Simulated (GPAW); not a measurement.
The system is ZrSe2.

```xyz
3
Lattice="3.7980 0.0000 0.0000 -1.8990 3.2892 0.0000 0.0000 0.0000 6.1920" Properties=species:S:1:pos:R:3 pbc="T T T"
Zr    0.0000    0.0000    0.0000
Se    1.8990    1.0964    4.6440
Se    0.0000    2.1928    1.5480
```

Program: GPAW 26.7.0. Alike in all runs: no spin polarisation; cell as given; k mesh 7 × 7 × 4.

Task: Order these runs on this cell by their band gap on the k mesh, lowest first.
A. level PBE; potentials or basis GPAW PAW data sets (gpaw-data 1.2.1), pw; cutoff (eV) 450; smearing fermi-dirac 0.05 eV; maxiter 120; convergence default
B. level LDA+U; potentials or basis the program's PAW data sets (release 1.2.1) made for this functional, pw; U Zr d U = 4.0 eV; cutoff (eV) 400; smearing fermi-dirac 0.001 eV; maxiter 150; response ecut 80 eV; response k mesh 13 × 13 × 7; response bands 42
C. level LDA+U; potentials or basis the program's PAW data sets (release 1.2.1) made for this functional, pw; U Zr d U = 6.0 eV; cutoff (eV) 400; smearing fermi-dirac 0.001 eV; maxiter 150; response ecut 80 eV; response k mesh 13 × 13 × 7; response bands 42

Result: A (0.43 eV), B (0.93 eV), C (1.26 eV).

Caveats: an odd mesh through Γ misses points on the zone boundary, where band edges often lie; the long-wavelength limit can be off by several per cent where d states take part (some runs); response on these states lacks terms of the Hamiltonian (some runs).
